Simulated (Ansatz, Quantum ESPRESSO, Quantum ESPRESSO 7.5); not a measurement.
**Band edges of honeycomb InSb, 1 layer under strain**

How do the band edges of honeycomb InSb, 1 layer move against the vacuum when the sheet is stretched?

Calculated with Quantum ESPRESSO 7.5; plane-wave DFT, PBE, GBRV ultrasoft pseudopotentials (geometry by Ansatz 0.2.0 with PAW datasets; geometry under PBE).

## Step 1: Set-up

The cell holds 2 atoms: 1 Sb and 1 In. Cell: a = 4.650 Å, b = 4.650 Å, c = 15.750 Å, α = 90.0°, β = 90.0°, γ = 120.0°. It derives from InSb. Vacuum lies along c.

This sheet is a model structure: its symmetry is held, and its stability is not tested here.

## Step 2: Relaxation with Ansatz

The geometry comes first, from a plane-wave PAW code, so that the later runs on this slab share one structure.

input.yaml

```yaml
crystal:
  lattice:
    - [4.65, 0.0, 0.0]
    - [-2.325, 4.0270181276, 0.0]
    - [0.0, 0.0, 15.75]
  atoms:
    - { symbol: Sb, position: [0.6666666667, 0.3333333333, 0.4761904762] }
    - { symbol: In, position: [0.3333333333, 0.6666666667, 0.5238095238] }
kpoints:
  mp_grid: { grid: [6, 6, 1] }
hamiltonian:
  xc: pbe
scf:
  occupations: { method: fermi_dirac, width: 0.05 }
  convergence: { dr2_threshold: 1.0e-08 }
efield:
  axis: 3
  dipole_correction: true
  ramp_position: 0.97
  ramp_width: 0.04
relax:
  f_tol: 0.01
  cell: { fix: [c, alpha, beta] }
output:
  write_potential: true
  write_density: true
  volumetric_format: npy
```

The run is started by

```
> ansatz run input.yaml --threads 2 --pin off --max-ram 4096MiB --backend cpu --events-out ev --progress --plain --runs-dir out
```

Numbers of over 12 decimals in the logs are rounded to 6 here.

Log:

```text
Warning: relax.cell: scf.convergence.dr2_threshold = 1e-8 eV is looser than the 2e-10 eV advised for a relaxation that steers and ends on the stress (1e-10 eV for each atom of the cell: 2). What an SCF threshold leaves in a stress goes as its square root, and in the free energy as the threshold itself, and one threshold admits the most on a small cell: [figures from the program's tests cut] Set scf.convergence.dr2_threshold to 2e-10 eV or tighter. The threshold is an SCF's pass mark: one that does not reach it within its budget of iterations ends unconverged, or closes short of it on a stop that the run arms, and scf.convergence.dr2_threshold's page says what that costs each kind of run
Engine: ansatz 0.2.0, aarch64-unknown-linux-gnu
Pseudopotentials: kind: paw
Pseudopotential: Sb, paw, valence charge 15, recommended cutoff 420 eV (normal), Sb.paw.azcp
Pseudopotential: In, paw, valence charge 13, recommended cutoff 420 eV (normal), In.paw.azcp
Functional definition: PBE
  parameter kappa = 0.804
  parameter beta = 0.066725
  exchange = pbe_x(kappa = kappa, mu = beta*pi^2/3)
  correlation = pbe_c(beta = beta)
Crystal: 2 atoms, lattice volume = 294.929 Å³
Basis set: ecut = 420 eV, 5807 PW (Γ), exchange–correlation on 64×64×216 points (8 copies of the dense FFT grid, shifted against one another)
Bands: 18, of which v1, the nominal top of the filled ones, is band 14 counted from 1 (13 counted from 0)
Symmetry: 6 space group operations
Space group: P3m1 (ITA 156), of the structure as read, at distance tolerance 6.7e-5 Å
k-points: 7 of 36 (time reversal used)
Non-local potential: Sb, projectors of the file, l = 0: 2, l = 1: 2, l = 2: 2, l = 3: 2
Non-local potential: In, projectors of the file, l = 0: 2, l = 1: 2, l = 2: 2, l = 3: 2
PAW form: soft (Blöchl's): semilocal exchange-correlation on the pseudo side does not see the compensation charge
PAW one-centre angular grid: Sb, 590 points (default); XC on 64 Gauss nodes
PAW one-centre angular grid: In, 590 points (default); XC on 64 Gauss nodes
Initial density: superposition of atomic densities (neutral atoms: chi_scale 0, normalization atom), corrected by the library's trained network
Initial wavefunctions: pseudopotential atomic-orbital guess
Functional: x = pbe(κ = 0.804, μ = 0.219515), c = pbe(β = 0.066725)
SCF iter   1: F=—  HF=-12081.816833 eV  |F-HF|=—  |Δ(HF+E_count)|=         —  Δρ=1.19e-3  dr2=9.89e-3  ethr=1.77e-3  p=0.045 e·Å  D=2.79e-2 V/Å  ΔV_dip=-0.44 eV  dr2_dipole=1.71e-3  V_vac-E_F(+/−)=4.26/4.70 eV  ⟨swp⟩=7.3  Hψ=763  notcnv=0
efield: sawtooth ramp at fractional position 0.9700 (set: `efield.ramp_position`, or a place that a band, a saddle search or an elastic batch's reference lends), width 0.0400; the density the first Hamiltonian is built on has a dipole p = 0.045 e·Å; the dipole correction subtracts the counter field D = 2.79e-2 V/Å, which shifts the + side's vacuum level by -0.44 eV against the − side's; the planar-averaged density in the ramp window peaks in size at 4.3e-5 e/Å³
preconditioner: auto → Resta (q_TF=auto, 1.843 Å⁻¹)  ε∞=1.5  [insulator: Δε(μ)=0.716 eV  Ē_g=13.158 eV  σ=0.050 eV  W_gap=1.00  n_scr=38 (ndim 8)  ℏωp=9.2 eV  f_vac=0.693  D(μ)=0.00/eV (n_scr^D=0)  ε∞_Penn≈1.5  vacuum switching on, ρ_ref=1.3e-2 e/Å³]
SCF iter   2: F=—  HF=-12081.817688 eV  |F-HF|=—  |Δ(HF+E_count)|=   8.55e-4  Δρ=7.91e-4  dr2=6.05e-3  ethr=3.53e-5  p=0.074 e·Å  D=4.52e-2 V/Å  ΔV_dip=-0.71 eV  dr2_dipole=8.15e-4  V_vac-E_F(+/−)=4.08/4.79 eV  ⟨swp⟩=2.1  Hψ=274  notcnv=0
SCF iter   3: F=—  HF=-12081.817588 eV  |F-HF|=—  |Δ(HF+E_count)|=   9.98e-5  Δρ=4.25e-4  dr2=1.32e-3  ethr=2.16e-5  p=0.061 e·Å  D=3.75e-2 V/Å  ΔV_dip=-0.59 eV  dr2_dipole=2.43e-4  V_vac-E_F(+/−)=4.14/4.73 eV  ⟨swp⟩=3.1  Hψ=239  notcnv=0
SCF iter   4: F=—  HF=-12081.818240 eV  |F-HF|=—  |Δ(HF+E_count)|=   6.52e-4  Δρ=2.10e-4  dr2=2.16e-4  ethr=4.71e-6  p=0.066 e·Å  D=4.07e-2 V/Å  ΔV_dip=-0.64 eV  dr2_dipole=2.62e-5  V_vac-E_F(+/−)=4.10/4.75 eV  ⟨swp⟩=2.9  Hψ=200  notcnv=0
SCF iter   5: F=—  HF=-12081.818446 eV  |F-HF|=—  |Δ(HF+E_count)|=   2.05e-4  Δρ=8.61e-5  dr2=2.63e-5  ethr=7.71e-7  p=0.069 e·Å  D=4.22e-2 V/Å  ΔV_dip=-0.66 eV  dr2_dipole=2.37e-6  V_vac-E_F(+/−)=4.08/4.75 eV  ⟨swp⟩=2.6  Hψ=188  notcnv=0
SCF iter   6: F=—  HF=-12081.818468 eV  |F-HF|=—  |Δ(HF+E_count)|=   2.25e-5  Δρ=3.19e-5  dr2=3.06e-6  ethr=9.40e-8  p=0.070 e·Å  D=4.28e-2 V/Å  ΔV_dip=-0.67 eV  dr2_dipole=6.89e-10  V_vac-E_F(+/−)=4.08/4.75 eV  ⟨swp⟩=2.0  Hψ=236  notcnv=0
SCF iter   7: F=—  HF=-12081.818520 eV  |F-HF|=—  |Δ(HF+E_count)|=   5.15e-5  Δρ=9.75e-6  dr2=2.20e-7  ethr=1.09e-8  p=0.070 e·Å  D=4.28e-2 V/Å  ΔV_dip=-0.67 eV  dr2_dipole=1.07e-8  V_vac-E_F(+/−)=4.08/4.75 eV  ⟨swp⟩=2.0  Hψ=224  notcnv=0
SCF iter   8: F=—  HF=-12081.818520 eV  |F-HF|=—  |Δ(HF+E_count)|=   2.11e-7  Δρ=1.76e-6  dr2=1.36e-8  ethr=7.86e-10  p=0.070 e·Å  D=4.28e-2 V/Å  ΔV_dip=-0.67 eV  dr2_dipole=4.43e-11  V_vac-E_F(+/−)=4.08/4.75 eV  ⟨swp⟩=2.0  Hψ=225  notcnv=0
SCF iter   9: F=-12081.818520 eV  HF=-12081.818520 eV  |F-HF|=6.22e-10  |Δ(HF+E_count)|=   7.91e-9  Δρ=2.95e-7  dr2=2.46e-10  ethr=3.57e-11  p=0.070 e·Å  D=4.28e-2 V/Å  ΔV_dip=-0.67 eV  dr2_dipole=2.67e-12  V_vac-E_F(+/−)=4.08/4.75 eV  ⟨swp⟩=8.9  Hψ=769  notcnv=0
SCF 1 converged in 9 iterations: F = -12081.818520 eV  dr2 = 2.46e-10
  greatest PAW one-centre occupation: 0.995 electrons in one spin orbital (limit 2), on the Sb atom at site 0 (counted from 0), in its partial waves of l = 2
relax step   1: F+E_penalty+E_count = -12081.81851987 eV  Δ(F+E_penalty+E_count) = +0.000e0 eV  max|allowed force component| = 6.934e-2 eV/Å  Δτ_max = 0.0000 Å  P = +0.146 GPa  Ω = 294.929 Å³  fix = [c, alpha, beta]  reactions: c +0.028 GPa  (9 SCF iters, accepted)
Crystal: 2 atoms, lattice volume = 297.380 Å³
Basis set: ecut = 420 eV, 5867 PW (Γ), exchange–correlation on 64×64×216 points (8 copies of the dense FFT grid, shifted against one another)
Initial density: handed on by an earlier stage of this run
Initial wavefunctions: those handed on with the density
iter 1 solved again at ethr=2.53e-6 eV; its pass at ethr=3.10e-3 eV (dr2=7.07e-4 eV) is discarded
SCF iter   1: F=—  HF=-12081.820486 eV  |F-HF|=—  |Δ(HF+E_count)|=         —  Δρ=4.63e-4  dr2=6.67e-4  ethr=2.53e-6  p=0.070 e·Å  D=4.28e-2 V/Å  ΔV_dip=-0.67 eV  dr2_dipole=2.78e-7  V_vac-E_F(+/−)=4.04/4.72 eV  ⟨swp⟩=3.0  Hψ=934  notcnv=0
[...]
preconditioner: auto → Resta (q_TF=auto, 1.840 Å⁻¹)  ε∞=1.5  [insulator: Δε(μ)=0.698 eV  Ē_g=13.134 eV  σ=0.050 eV  W_gap=1.00  n_scr=38 (ndim 8)  ℏωp=9.1 eV  f_vac=0.693  D(μ)=0.00/eV (n_scr^D=0)  ε∞_Penn≈1.5  vacuum switching on, ρ_ref=1.3e-2 e/Å³]
SCF iter   2: F=—  HF=-12081.820998 eV  |F-HF|=—  |Δ(HF+E_count)|=   6.48e-5  Δρ=1.11e-4  dr2=3.37e-5  ethr=6.87e-7  p=0.072 e·Å  D=4.36e-2 V/Å  ΔV_dip=-0.69 eV  dr2_dipole=6.82e-8  V_vac-E_F(+/−)=4.07/4.76 eV  ⟨swp⟩=2.0  Hψ=142  notcnv=0
SCF iter   3: F=—  HF=-12081.820991 eV  |F-HF|=—  |Δ(HF+E_count)|=   6.76e-6  Δρ=2.49e-5  dr2=6.08e-6  ethr=1.20e-7  p=0.072 e·Å  D=4.35e-2 V/Å  ΔV_dip=-0.69 eV  dr2_dipole=1.44e-6  V_vac-E_F(+/−)=4.08/4.76 eV  ⟨swp⟩=2.0  Hψ=188  notcnv=0
SCF iter   4: F=—  HF=-12081.821037 eV  |F-HF|=—  |Δ(HF+E_count)|=   4.61e-5  Δρ=1.15e-5  dr2=1.75e-6  ethr=2.17e-8  p=0.071 e·Å  D=4.31e-2 V/Å  ΔV_dip=-0.68 eV  dr2_dipole=3.64e-7  V_vac-E_F(+/−)=4.08/4.76 eV  ⟨swp⟩=2.0  Hψ=190  notcnv=0
SCF iter   5: F=—  HF=-12081.821037 eV  |F-HF|=—  |Δ(HF+E_count)|=   2.87e-7  Δρ=4.11e-6  dr2=6.64e-8  ethr=6.26e-9  p=0.071 e·Å  D=4.32e-2 V/Å  ΔV_dip=-0.68 eV  dr2_dipole=3.96e-9  V_vac-E_F(+/−)=4.08/4.76 eV  ⟨swp⟩=2.0  Hψ=140  notcnv=0
SCF iter   6: F=-12081.821037 eV  HF=-12081.821037 eV  |F-HF|=2.33e-9  |Δ(HF+E_count)|=   2.30e-8  Δρ=1.06e-6  dr2=3.76e-9  ethr=3.57e-11  p=0.071 e·Å  D=4.32e-2 V/Å  ΔV_dip=-0.68 eV  dr2_dipole=1.32e-10  V_vac-E_F(+/−)=4.08/4.76 eV  ⟨swp⟩=9.3  Hψ=807  notcnv=0
SCF 3 converged in 6 iterations: F = -12081.821037 eV  dr2 = 3.76e-9
relax step   3: F+E_penalty+E_count = -12081.82103688 eV  Δ(F+E_penalty+E_count) = -6.692e-4 eV  max|allowed force component| = 4.120e-3 eV/Å  Δτ_max = 0.0115 Å  P = +0.009 GPa  Ω = 298.014 Å³  energy of the carried Pulay correction = -1.442e-4 eV  fix = [c, alpha, beta]  reactions: c -0.001 GPa  (6 SCF iters, accepted)
Initial wavefunctions: pseudopotential atomic-orbital guess (no wavefunctions were taken with the density)
iter 1 solved again at ethr=9.45e-7 eV; its pass at ethr=3.10e-3 eV (dr2=2.65e-4 eV) is discarded
SCF iter   1: F=—  HF=-12081.821113 eV  |F-HF|=—  |Δ(HF+E_count)|=         —  Δρ=7.36e-6  dr2=3.17e-8  ethr=9.45e-7  p=0.071 e·Å  D=4.32e-2 V/Å  ΔV_dip=-0.68 eV  dr2_dipole=1.76e-10  V_vac-E_F(+/−)=4.08/4.76 eV  ⟨swp⟩=3.0  Hψ=1093  notcnv=0
efield: sawtooth ramp at fractional position 0.9700 (set: `efield.ramp_position`, or a place that a band, a saddle search or an elastic batch's reference lends), width 0.0400; the density the first Hamiltonian is built on has a dipole p = 0.071 e·Å; the dipole correction subtracts the counter field D = 4.32e-2 V/Å, which shifts the + side's vacuum level by -0.68 eV against the − side's; the planar-averaged density in the ramp window peaks in size at 2.1e-7 e/Å³
eigensolver tolerance schedule: the retry pair's looser diagonalisation over-reported the residual by 8351.82 of it (diagonalisation noise at an unbounded share of the residual, at the tolerance the schedule requests for it); recorded, not acted on — ethr = c·dr2/N_el stays at c = 1.0e-1
preconditioner: auto → Resta (q_TF=auto, 1.840 Å⁻¹)  ε∞=1.5  [insulator: Δε(μ)=0.700 eV  Ē_g=13.141 eV  σ=0.050 eV  W_gap=1.00  n_scr=38 (ndim 8)  ℏωp=9.1 eV  f_vac=0.693  D(μ)=0.00/eV (n_scr^D=0)  ε∞_Penn≈1.5  vacuum switching on, ρ_ref=1.3e-2 e/Å³]
SCF iter   2: F=—  HF=-12081.821166 eV  |F-HF|=—  |Δ(HF+E_count)|=   5.24e-5  Δρ=3.21e-6  dr2=6.36e-9  ethr=3.57e-11  p=0.071 e·Å  D=4.32e-2 V/Å  ΔV_dip=-0.68 eV  dr2_dipole=1.95e-10  V_vac-E_F(+/−)=4.08/4.76 eV  ⟨swp⟩=10.3  Hψ=1148  notcnv=0
SCF iter   3: F=-12081.821170 eV  HF=-12081.821169 eV  |F-HF|=5.90e-7  |Δ(HF+E_count)|=   3.16e-6  Δρ=1.08e-6  dr2=4.90e-9  ethr=2.27e-11  p=0.071 e·Å  D=4.32e-2 V/Å  ΔV_dip=-0.68 eV  dr2_dipole=1.07e-9  V_vac-E_F(+/−)=4.08/4.76 eV  ⟨swp⟩=7.9  Hψ=832  notcnv=0
SCF 4 converged in 3 iterations: F = -12081.821170 eV  dr2 = 4.90e-9
relax step   4: F+E_penalty+E_count = -12081.82116957 eV  Δ(F+E_penalty+E_count) = -1.327e-4 eV  max|allowed force component| = 4.166e-3 eV/Å  Δτ_max = 0.0000 Å  P = +0.008 GPa  Ω = 298.014 Å³  fix = [c, alpha, beta]  reactions: c -0.002 GPa  stress off target by 1.36e-2 GPa on what of the cell is left free  SCF on the basis re-selected at this cell (its energy is not comparable with the rows above)  (3 SCF iters)
basis re-selected at this cell: Δ(F+E_penalty+E_count) = -1.327e-4 eV, ΔP = -0.000 GPa vs the last step (what re-selecting the basis moved, of the pressure what is left beyond the Pulay correction that the steps carried, after the strain that the cell walked since its last selection, with what the two solves' SCF thresholds leave and, on support functions, any second-order correction that the steps lacked; it is no m [...]
WARN: The input density's exchange-correlation potential varies sharply where the density is thin. Do not read a vacuum level from v_tot or v_xc, or from such a field of the output density. On a cell that repeats whose density bears no net charge and no dipole along the vacuum's axis use v_es (v_loc + v_h of the components); under efield.dipole_correction with no amplitude use v_es + v_field, which holds any external [...]
SCF converged after 3 iterations
Free energy (F): -12081.821170 eV
Harris-Foulkes:  -12081.821169 eV  (|F-HF|=5.90e-7)
Internal energy: -12081.821101 eV  (E = F + TS)
E sigma→0 (E₀):  -12081.821135 eV
Entropy (-TS):   -0.000069 eV (-0.034 meV/atom)
Fermi energy:    -1.760251 eV
Dipole field:    D = 0.043264 V/Å  (p = 0.071253 e·Å, saw-weighted, corrected)
Work function:   Φ+ = 4.0804 eV   Φ− = 4.7618 eV
Levels:          The Fermi level and band energies are counted from a zero that moves with the ramp; work functions are not
--- Per-component energies (eV) ---
  E_band       = -509.156670
  E_kinetic    = 447.776691
  E_local      = -10241.320513  (includes V_loc(G=0)·N_el)
  E_nonlocal   = 729.009129
  E_hartree    = 4773.034850
  E_xc         = -352.447496
  E_vxc        = -193.588408  (∫ρ·V_xc dr)
  E_paw        = -8729.570925  (= ΣΔE_a)
  E_vpaw       = -796.949154  (= ΣTr[D̂ρ^β])
  E_aug_tail   = 0.000024  (compensation charges beyond the density's cutoff)
  E_efield     = 0.001541  (sawtooth field / dipole correction)
  E_vefield    = -0.154497  (∫n·V_field dr)
  E_ewald      = 1291.695598
  E_smearing   = -0.000069  (= −TS)
  E_closure    = 0.000000  (closes the sum)
  Σ components = -12081.821170   (vs F -12081.821170, Δ=0.00e0)
--- Forces (eV/Å), atoms counted from 1 ---
  atom   1  Sb     0.00000000     0.00000000     0.00415413
  atom   2  In    -0.00000000    -0.00000000    -0.00417715
  max |Σ_I F_I| component: 2.30e-5 eV/Å
--- Stress (GPa, compression-positive) ---
        0.013560       0.000000      -0.000000
        0.000000       0.013560      -0.000000
       -0.000000      -0.000000      -0.001766
  P = ⅓ Tr σ = 0.0085 GPa (0.085 kbar)
--- Band table (eV; the first three rows and the last of 7) ---
  k-point 0: bands = [... 10 lower, -11.3639, -4.4135, -2.1361, -2.1361, -1.4357, 0.7305, 1.9768, 1.9768]
  k-point 1: bands = [... 10 lower, -11.1673, -4.8834, -3.1730, -2.4994, -0.2579, 0.8133, 1.9099, 2.7019]
  k-point 2: bands = [... 10 lower, -10.6626, -6.2988, -3.0439, -2.9855, -0.4389, 0.4951, 2.5590, 3.5495]
  k-point 6: bands = [... 10 lower, -10.1079, -7.1502, -4.4472, -2.1836, -0.8088, 2.3956, 3.0016, 3.5353]
--- Relaxed structure (3 steps of the walk, 3 accepted, 1 SCFs on fresh bases) ---
  F+E_penalty+E_count = -12081.82116957 eV   max|allowed force component| = 4.166e-3 eV/Å   (the final SCF, on the basis selected at the relaxed cell)
  cell:  # Å, volume = 298.0144 Å³
    - [4.674262, 0, 0]
    - [-2.337131, 4.048030, 0]
    - [0, 0, 15.75]
  atoms:
    - { symbol: Sb, position: [0.666667, 0.333333, 0.475628] }
    - { symbol: In, position: [0.333333, 0.666667, 0.524372] }
```

Elapsed: 13 s, on 2 threads of Arm Neoverse N1, shared host; peak memory 0.46 GiB.

Relaxation path:

```csv
step,energy less that of the first step (eV),largest force component (eV/Å),pressure (GPa),volume (Å³)
1,0.0000,0.0693,0.15,294.93
2,-0.0018,0.0530,0.00,297.38
3,-0.0025,0.0041,0.01,298.01
4*,-0.0026,0.0042,0.01,298.01
```

Relaxation steps marked * repeat the geometry before them on a plane-wave basis chosen anew for their cell, so energy and pressure can jump there.

```csv
cell as run,before,after,change
a (Å),4.650,4.674,+0.5 %
b (Å),4.650,4.674,+0.5 %
```

The relaxed structure:

```xyz
2
Lattice="4.6743 0.0000 0.0000 -2.3371 4.0480 0.0000 0.0000 0.0000 15.7500" Properties=species:S:1:pos:R:3
Sb    2.3371    1.3493    7.4911
In    0.0000    2.6987    8.2589
```

Numbers from this step:

```
free energy                                                      : -12081.8212 eV
Fermi energy                                                     : -1.760 eV
gap by band count                                                : 0.7004 eV
symmetry operations                                              : 6
dipole along the normal                                          : 0.07125 e·Å
vacuum level at the upper face over a Fermi level inside the gap : 4.080 eV
vacuum level at the lower face over a Fermi level inside the gap : 4.762 eV
```

(Continued in part 2 of 2.)

[Logs are printed without paths, hosts, clocks, repeated set-up lines and the standing remarks that a program may print on its own settings, such as how far it seeks lower states.]

[Hosts, paths, dates, database ids (printed as entryN), source tags and the programs' standing remarks are cut or masked in the printed files.]

[Maps of the electrostatic potential energy from Ansatz leave out the sawtooth potential of an applied field or a dipole correction, so their vacuum need not be flat; planar profiles and work functions include it.]
